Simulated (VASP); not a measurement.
Crystal: Tb.

```xyz
2
Lattice="3.6010 0.0000 0.0000 -1.8005 3.1186 0.0000 0.0000 0.0000 5.6936" Properties=species:S:1:pos:R:3 pbc="T T T"
Tb    1.8005    1.0395    4.2702
Tb    0.0000    2.0790    1.4234
```

Base run:

```yaml
Program: VASP 6.6.1
Functional: LDA
Potentials_or_basis: VASP PAW PBE potentials, release 64 (Tb_3), 4f in core
Cutoff: 520 eV
k_mesh: 9 × 9 × 5
Occupations: gaussian, width 0.05 eV
Spin: collinear spin, ferromagnetic start
Starting_moments: "[6.0, 6.0] μB"
```

Its results: band gap on the k mesh none (metal or under the smearing width); pressure -4.1 GPa; net moment 0.00 μB per cell.

The run is repeated on the same cell with these changes: functional from LDA to PBEsol; further incar settings from ALGO = Normal; EDIFF = 1e-06; NBANDS = 20 to ALGO = Normal; EDIFF = 1e-07. What comes out?

Band gap on the k mesh none (metal or under the smearing width); pressure -2.1 GPa; net moment 0.00 μB per cell.

Caveats: the magnetic or orbital state may not be the lowest; the PAW data sets were made with another functional, which shifts forces and pressure a little; spin-orbit coupling is left out, which moves the levels of the heavy elements; the 4f electrons are frozen in the core as for a trivalent ion, so they carry no moment and show no levels.

Not every run made on this cell is shown here.
